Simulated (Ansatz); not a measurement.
# TiAl (P-6m2) in Ansatz: relaxation of cell and atoms with PBEsol0

Aim: the relaxation of cell and atoms of TiAl with PBEsol0.

Program: Ansatz 0.2.0. These are calculated values, not measurements. Logs are shortened: lines on timing, memory, paths and dates and some standing lists are left out, and cuts for length are marked.

**1. The cell of the first run**

The structure is hexagonal, space group P-6m2 (No. 187). The conventional cell has a = 2.905 Å, b = 2.905 Å, c = 4.740 Å, α = 90.00°, β = 90.00°, γ = 120.00°. Around Ti (site symmetry -6m2) lie 6 Al at 2.90 Å and 6 Ti at 2.90 Å. Around Al (site symmetry -6m2) lie 6 Ti at 2.90 Å and 6 Al at 2.90 Å.

The cell comes from a database or a generator and needn't be the stable form of this composition.

**2. Relaxation of cell and atoms, PBEsol0 (volume scaled by 1.04)**

input.yaml

```yaml
crystal:
  lattice:
    - [2.9049936943, 0.0, 0.0]
    - [-1.4524968471, 2.515798337, 0.0]
    - [0.0, 0.0, 4.7396437833]
  atoms:
    - { symbol: Ti, position: [0.0, 0.0, 0.0] }
    - { symbol: Al, position: [0.3333333333, 0.6666666667, 0.5] }
hamiltonian:
  xc: { exchange: pbesol, correlation: pbesol, exx: { coeff: 0.25 } }
  pseudopotentials: { kind: paw }
kpoints:
  mp_grid: { grid: [6, 6, 3] }
scf:
  occupations: { method: gaussian, width: 0.01 }
output:
  forces: true
  stress: true
relax:
  f_tol: 0.01
  max_steps: 40
  cell: { stress_tol: 0.05 }
```

Potentials or basis: Ansatz PAW.

The run is started by

```bash
ansatz run input.yaml --threads 2 --pin off --max-ram 5632MiB --backend cpu --events-out ev --progress --plain --runs-dir out
```

The program printed:

```text
Warning: RAYON_NUM_THREADS=2 ignored (pool sized by the plan → 2); use --threads N
Engine: ansatz 0.2.0, x86_64-unknown-linux-gnu
Pseudopotentials: kind: paw
Pseudopotential: Ti, paw, valence charge 12, recommended cutoff 420 eV (normal), Ti.paw.azcp
Pseudopotential: Al, paw, valence charge 3, recommended cutoff 420 eV (normal), Al.paw.azcp
Functional definition: unnamed
  parameter a_1 = 0.25
  exchange = (1 - a_1)*pbe_x(mu = 0.12345679012345678) + a_1*exact_x
  correlation = pbe_c(beta = 0.046)
Crystal: 2 atoms, lattice volume = 34.639 Å³
Basis set: ecut = 420 eV, 687 PW (Γ), exchange–correlation on 40×40×64 points (8 copies of the dense FFT grid, shifted against one another)
Bands: 12, of which v1, the nominal top of the filled ones, is band 8 counted from 1 (7 counted from 0)
Symmetry: 12 space group operations
Space group: P-6m2 (ITA 187), of the structure as read, at distance tolerance 3.3e-5 Å
k-points: 14 of 108 (time reversal used)
Non-local potential: Ti, projectors of the file, l = 0: 3, l = 1: 2, l = 2: 3, l = 3: 1
Non-local potential: Al, projectors of the file, l = 0: 2, l = 1: 2, l = 2: 1
PAW form: soft (Blöchl's): semilocal exchange-correlation on the pseudo side does not see the compensation charge
PAW frozen core: Ti, regenerated for the run's functional, and the local potential with it (the file was generated under x = pbe(κ = 0.804, μ = 0.2195149727645171), c = pbe(β = 0.06672455060314922))
PAW frozen core: Al, regenerated for the run's functional, and the local potential with it (the file was generated under x = pbe(κ = 0.804, μ = 0.2195149727645171), c = pbe(β = 0.06672455060314922))
PAW one-centre angular grid: Ti, 590 points (default); XC on 64 Gauss nodes
PAW one-centre angular grid: Al, 110 points (default); XC on 64 Gauss nodes
Initial density: superposition of atomic densities (neutral atoms: chi_scale 0, normalization atom), corrected by the library's trained network
Initial wavefunctions: pseudopotential atomic-orbital guess
Functional: x = pbesol(κ = 0.804, μ = 0.12345679012345678), c = pbesol(β = 0.046), warm-up for x = 0.75 pbesol(κ = 0.804, μ = 0.12345679012345678) + 0.25 exact, c = pbesol(β = 0.046)
SCF iter   1: F=—  HF=-2998.896201 eV  |F-HF|=—  |Δ(HF+E_count)|=         —  Δρ=1.02e-2  dr2=4.60e-2  ethr=1.77e-3  ⟨swp⟩=5.5  Hψ=716  notcnv=0
preconditioner: auto → none  [insulator: Δε(μ)=0.043 eV  Ē_g=4.994 eV  σ=0.010 eV  W_gap=0.75  n_scr=2 (ndim 8)  ℏωp=16.7 eV  f_vac=0.000  D(μ)=3.33/eV (n_scr^D=36)]
iter 2 solved again at ethr=2.97e-5 eV; its pass at ethr=3.07e-4 eV (dr2=4.46e-3 eV) is discarded
SCF iter   2: F=—  HF=-2998.886534 eV  |F-HF|=—  |Δ(HF+E_count)|=   9.67e-3  Δρ=2.65e-3  dr2=3.62e-3  ethr=2.97e-5  ⟨swp⟩=4.1  Hψ=797  notcnv=0  defer=3
eigensolver tolerance schedule: the retry pair's looser diagonalisation over-reported the residual by 0.23 of it (diagonalisation noise at 0.27 of the residual, at the tolerance the schedule requests for it); recorded, not acted on — ethr = c·dr2/N_el stays at c = 1.0e-1
SCF iter   3: F=—  HF=-2998.885914 eV  |F-HF|=—  |Δ(HF+E_count)|=   6.20e-4  Δρ=3.69e-4  dr2=2.90e-5  ethr=2.41e-5  ⟨swp⟩=4.1  Hψ=427  notcnv=0  defer=1
SCF iter   4: F=—  HF=-2998.885916 eV  |F-HF|=—  |Δ(HF+E_count)|=   1.95e-6  Δρ=1.09e-4  dr2=3.79e-6  ethr=1.93e-7  ⟨swp⟩=3.6  Hψ=399  notcnv=0  defer=1
SCF iter   5: F=—  HF=-2998.885916 eV  |F-HF|=—  |Δ(HF+E_count)|=   1.90e-7  Δρ=1.98e-5  dr2=1.23e-7  ethr=2.52e-8  ⟨swp⟩=2.6  Hψ=294  notcnv=0  defer=1
SCF iter   6: F=—  HF=-2998.885916 eV  |F-HF|=—  |Δ(HF+E_count)|=   3.29e-8  Δρ=3.83e-6  dr2=1.42e-8  ethr=8.22e-10  ⟨swp⟩=4.1  Hψ=389  notcnv=0
SCF iter   7: F=—  HF=-2998.885916 eV  |F-HF|=—  |Δ(HF+E_count)|=   2.34e-9  Δρ=1.09e-6  dr2=5.92e-10  ethr=9.48e-11  ⟨swp⟩=2.4  Hψ=282  notcnv=0
SCF iter   8: F=—  HF=-2998.885916 eV  |F-HF|=—  |Δ(HF+E_count)|=  9.64e-11  Δρ=2.52e-7  dr2=2.89e-11  ethr=3.95e-12  ⟨swp⟩=4.3  Hψ=385  notcnv=0
SCF iter   9: F=-2998.885916 eV  HF=-2998.885916 eV  |F-HF|=2.73e-12  |Δ(HF+E_count)|=  6.37e-12  Δρ=6.27e-8  dr2=2.19e-12  ethr=1.00e-12  ⟨swp⟩=2.0  Hψ=276  notcnv=0
SCF 1 converged in 9 iterations: F = -2998.885916 eV  dr2 = 2.19e-12
Initial density: handed on by an earlier stage of this run
Initial wavefunctions: those handed on with the density
Functional: x = 0.75 pbesol(κ = 0.804, μ = 0.12345679012345678) + 0.25 exact, c = pbesol(β = 0.046)
Frozen-core exchange: fock
iter 1 solved again at ethr=8.46e-4 eV; its pass at ethr=1.00e-1 eV (dr2=1.27e-1 eV) is discarded
[... 258 lines left out ...]
SCF 20 converged in 9 iterations: F = -3010.112202 eV  dr2 = 1.38e-11
  Residual-converged pass: ⟨swp⟩=4.0  Hψ=428  notcnv=0  max |occ|·‖R‖ = 8.8e-9 eV (tolerance 1.0e-8 eV)  dr2=1.40e-11  dr2_onsite=3.40e-14  max |Δocc| = 0.0e0
hybrid outer 2: dexx = +1.224e-9 eV, tail = 4.14e-11 eV, Δε = 5.91e-5 eV (about 2.43e-6 eV left of the loop's levels)
relax step   6: F+E_penalty+E_count = -3010.11220164 eV  Δ(F+E_penalty+E_count) = -7.162e-6 eV  max|allowed force component| = 1.503e-17 eV/Å  Δτ_max = 0.0000 Å  P = +0.002 GPa  Ω = 32.345 Å³  energy of the carried Pulay correction = +4.282e-6 eV  (17 SCF iters, accepted)
Frozen-core exchange: fock
iter 1 solved again at ethr=1.02e-12 eV; its pass at ethr=1.00e-1 eV (dr2=1.53e-10 eV) is discarded
SCF iter   1: F=—  HF=-3010.112191 eV  |F-HF|=—  |Δ(HF+E_count)|=         —  Δρ=1.80e-6  dr2=1.47e-10  ethr=1.02e-12  ⟨swp⟩=15.9  Hψ=1365  notcnv=5  reapply=3
preconditioner: auto → none  [insulator: Δε(μ)=0.428 eV  Ē_g=7.585 eV  σ=0.010 eV  W_gap=0.83  n_scr=2 (ndim 8)  ℏωp=17.3 eV  f_vac=0.000  D(μ)=3.93/eV (n_scr^D=54)]
SCF iter   2: F=—  HF=-3010.112191 eV  |F-HF|=—  |Δ(HF+E_count)|=  3.25e-10  Δρ=8.96e-7  dr2=6.91e-11  ethr=1.00e-12  ⟨swp⟩=2.0  Hψ=274  notcnv=0
SCF iter   3: F=—  HF=-3010.112191 eV  |F-HF|=—  |Δ(HF+E_count)|=  9.69e-11  Δρ=1.98e-7  dr2=6.75e-11  ethr=1.00e-12  ⟨swp⟩=2.1  Hψ=275  notcnv=0
SCF iter   4: F=—  HF=-3010.112191 eV  |F-HF|=—  |Δ(HF+E_count)|=  7.73e-12  Δρ=3.11e-8  dr2=4.22e-11  ethr=1.00e-12  ⟨swp⟩=2.0  Hψ=274  notcnv=0
SCF iter   5: F=—  HF=-3010.112191 eV  |F-HF|=—  |Δ(HF+E_count)|=  1.82e-12  Δρ=4.71e-8  dr2=4.28e-11  ethr=1.00e-12  ⟨swp⟩=2.0  Hψ=274  notcnv=0  recentre
SCF iter   6: F=—  HF=-3010.112191 eV  |F-HF|=—  |Δ(HF+E_count)|=  9.09e-13  Δρ=1.55e-8  dr2=4.20e-11  ethr=1.00e-12  ⟨swp⟩=2.0  Hψ=274  notcnv=0
SCF iter   7: F=—  HF=-3010.112191 eV  |F-HF|=—  |Δ(HF+E_count)|=    0.00e0  Δρ=1.49e-8  dr2=4.21e-11  ethr=1.00e-12  ⟨swp⟩=2.0  Hψ=274  notcnv=0
SCF iter   8: F=—  HF=-3010.112191 eV  |F-HF|=—  |Δ(HF+E_count)|=    0.00e0  Δρ=1.28e-8  dr2=4.21e-11  ethr=1.00e-12  ⟨swp⟩=2.0  Hψ=274  notcnv=0
SCF iter   9: F=-3010.112191 eV  HF=-3010.112191 eV  |F-HF|=9.09e-13  |Δ(HF+E_count)|=   2.22e-9  Δρ=5.27e-8  dr2=2.43e-12  ethr=1.00e-12  ⟨swp⟩=6.5  Hψ=486  notcnv=0
SCF 21 converged in 9 iterations: F = -3010.112191 eV  dr2 = 2.43e-12
hybrid outer 1: dexx = +3.203e-9 eV, tail = 2.95e-11 eV
Frozen-core exchange: fock
SCF iter   1: F=—  HF=-3010.112191 eV  |F-HF|=—  |Δ(HF+E_count)|=         —  Δρ=7.54e-8  dr2=2.47e-12  ethr=1.33e-12  ⟨swp⟩=11.7  Hψ=681  notcnv=0
preconditioner: auto → none  [insulator: Δε(μ)=0.428 eV  Ē_g=7.045 eV  σ=0.010 eV  W_gap=0.83  n_scr=2 (ndim 8)  ℏωp=17.3 eV  f_vac=0.000  D(μ)=3.93/eV (n_scr^D=54)]
SCF iter   2: F=-3010.112191 eV  HF=-3010.112191 eV  |F-HF|=9.09e-13  |Δ(HF+E_count)|=  9.09e-13  Δρ=5.08e-8  dr2=1.41e-12  ethr=1.00e-12  ⟨swp⟩=2.0  Hψ=274  notcnv=0
SCF 22 converged in 2 iterations: F = -3010.112191 eV  dr2 = 1.41e-12
  Residual-converged pass: ⟨swp⟩=3.8  Hψ=390  notcnv=0  max |occ|·‖R‖ = 9.2e-9 eV (tolerance 1.0e-8 eV)  dr2=1.71e-12  dr2_onsite=1.57e-13  max |Δocc| = 0.0e0
hybrid outer 2: dexx = +9.095e-13 eV, tail = 3.15e-12 eV, Δε = 3.01e-6 eV (about 1.28e-6 eV left of the loop's levels)
relax step   7: F+E_penalty+E_count = -3010.11219123 eV  Δ(F+E_penalty+E_count) = +1.041e-5 eV  max|allowed force component| = 8.095e-18 eV/Å  Δτ_max = 0.0000 Å  P = +0.001 GPa  Ω = 32.345 Å³  stress off target by 2.73e-3 GPa  SCF on the basis re-selected at this cell (its energy is not comparable with the rows above)  (11 SCF iters)
basis re-selected at this cell: Δ(F+E_penalty+E_count) = +1.041e-5 eV, ΔP = -0.001 GPa vs the last step (what re-selecting the basis moved, of the pressure what is left beyond the Pulay correction that the steps carried, after the strain that the cell walked since its last selection, with what the two solves' SCF thresholds leave and, on support functions, any second-order correction that the steps lacked; it is no measure of the basis error at this ecutwfc). This SCF's stress stands 2.73e-3 GPa from its target on what of the cell is left free (relax.cell.stress_tol is 5.00e-2 GPa) and its largest allowed force component is 8.10e-18 eV/Å (relax.f_tol is 1.00e-2 eV/Å): within both
hybrid SCF converged: 2 outer / 11 inner (+0 warm-up), last move |dexx| = 9.09e-13 eV, tail = 3.15e-12 eV
Stability not checked: this state was not tested for a lower state beside it, because the functional holds exact exchange (a hybrid, or Hartree-Fock), whose exchange loop this test does not read (fock_operator; see scf.lower_state_search)
Free energy (F): -3010.112191 eV
Frozen-core exchange: fock
Harris-Foulkes:  -3010.112191 eV  (|F-HF|=9.09e-13)
Internal energy: -3010.111995 eV  (E = F + TS)
E sigma→0 (E₀):  -3010.112093 eV
Entropy (-TS):   -0.000196 eV (-0.098 meV/atom)
Fermi energy:    10.548579 eV
--- Per-component energies (eV) ---
  E_band       = -203.776407
  E_kinetic    = 295.881005
  E_local      = -1127.764920  (includes V_loc(G=0)·N_el)
  E_nonlocal   = 16.856652
  E_hartree    = 484.338416
  E_xc         = -106.501739
  E_vxc        = -117.910058  (∫ρ·V_xc dr)
  E_exx        = -48.781097  (= α·E_x^exact, valence–valence)
  E_paw        = -1469.053777  (= ΣΔE_a)
  E_vpaw       = -141.953875  (= ΣTr[D̂ρ^β])
  E_aug_tail   = 0.000110  (compensation charges beyond the density's cutoff)
  E_ewald      = -1054.990777
  E_core_change = -0.095869  (= ΣΔE_core)
  E_smearing   = -0.000196  (= −TS)
  E_closure    = -0.000000  (closes the sum)
  Σ components = -3010.112191   (vs F -3010.112191, Δ=0.00e0)
--- Forces (eV/Å), atoms counted from 1 ---
  atom   1  Ti    -0.00000000     0.00000000     0.00000000
  atom   2  Al    -0.00000000     0.00000000     0.00000000
  max |Σ_I F_I| component: 2.08e-17 eV/Å
--- Stress (GPa, compression-positive) ---
        0.002728       0.000000       0.000000
        0.000000       0.002728       0.000000
        0.000000       0.000000      -0.001713
  P = ⅓ Tr σ = 0.0012 GPa (0.012 kbar)
--- Band table (eV; the first three rows and the last of 14) ---
  k-point 0: bands = ["-50.9067", "-25.6886", "-25.2018", "-25.2018", "-0.1130", "7.3322", "8.0084", "13.0282", "13.0282", "14.8397"]
  k-point 1: bands = ["-50.9067", "-25.6901", "-25.2019", "-25.2019", "0.6267", "4.6121", "9.4865", "13.0400", "13.0400", "14.7713"]
  k-point 2: bands = ["-50.8787", "-25.6560", "-25.3774", "-25.2401", "0.6657", "8.1280", "8.1739", "12.1256", "13.6031", "14.6286"]
  k-point 13: bands = ["-50.7803", "-25.6761", "-25.6665", "-25.5461", "8.1216", "8.1280", "8.9026", "9.3885", "10.2352", "13.6505"]
  guard bands above this table: 2 of the run's 12 bands. The solve was not asked for them (output.publish_guard_bands: true or output.eigenvalues: true publishes all)
--- Relaxed structure (5 steps of the walk, 5 accepted, 2 SCFs on fresh bases) ---
  F+E_penalty+E_count = -3010.11219123 eV   max|allowed force component| = 8.095e-18 eV/Å   (the final SCF, on the basis selected at the relaxed cell)
  cell:  # Å, volume = 32.3452 Å³
    - [2.8500880910913033, -2.8321800378997985e-11, 0.0]
    - [-1.425044045521124, 2.4682486899227265, 0.0]
    - [0.0, 0.0, 4.597934241150961]
  atoms:
    - { symbol: Ti, position: [3.0814879110195774e-33, -3.7007434155248937e-17, 0.0] }
    - { symbol: Al, position: [0.3333333333333333, 0.6666666666666665, 0.49999999999999994] }
```

Run time: 89 s. Hardware: 2 threads of Intel Xeon Platinum 8175M at 2.50GHz (Skylake/Cascade Lake), shared host; peak memory 0.81 GiB.

Results:

| Property | Result |
| --- | --- |
| Free energy | -3010.1122 eV |
| Relaxed volume | 16.17 Å³/atom |
| Relaxed cell | a = 2.850 Å, b = 2.850 Å, c = 4.598 Å, α = 90.00°, β = 90.00°, γ = 120.00° |
| Space group after relaxing (to 0.05 Å) | P-6m2 (No. 187) |
| Energy gained by relaxing | 29.9 meV/atom |
| Ionic steps | 7 |
| Pressure after relaxing | 0.0 GPa |
| Band gap on the k mesh | none (metal or under the smearing width) |

The path:
| step | energy change (eV) | largest force (eV/Å) | volume (Å³) |
| --- | --- | --- | --- |
| 1 | 0.0000 | 0.0000 | 34.64 |
| 2 | -0.0338 | 0.0000 | 30.95 |
| 3 | -0.0598 | 0.0000 | 32.50 |
| 4 | -0.0602 | 0.0000 | 32.36 |
| 5 | -0.0597 | 0.0000 | 32.36 |
| 6 | -0.0597 | 0.0000 | 32.35 |
| 7 | -0.0597 | 0.0000 | 32.35 |

Final structure:
```xyz
2
Lattice="2.8501 0.0000 0.0000 -1.4250 2.4682 0.0000 0.0000 0.0000 4.5979" Properties=species:S:1:pos:R:3 pbc="T T T"
Ti    0.0000    0.0000    0.0000
Al    0.0000    1.6455    2.2990
```

Caveat: the k mesh is coarse (spacing up to 0.44 Å⁻¹), so the values aren't converged, least of all with exact exchange; the plane-wave basis is chosen anew once the cell has moved, so the energies of steps on either side of that aren't comparable; the PAW data sets come from PBE, with cores solved anew for the run's functional, which leaves a small shift of forces and pressure.
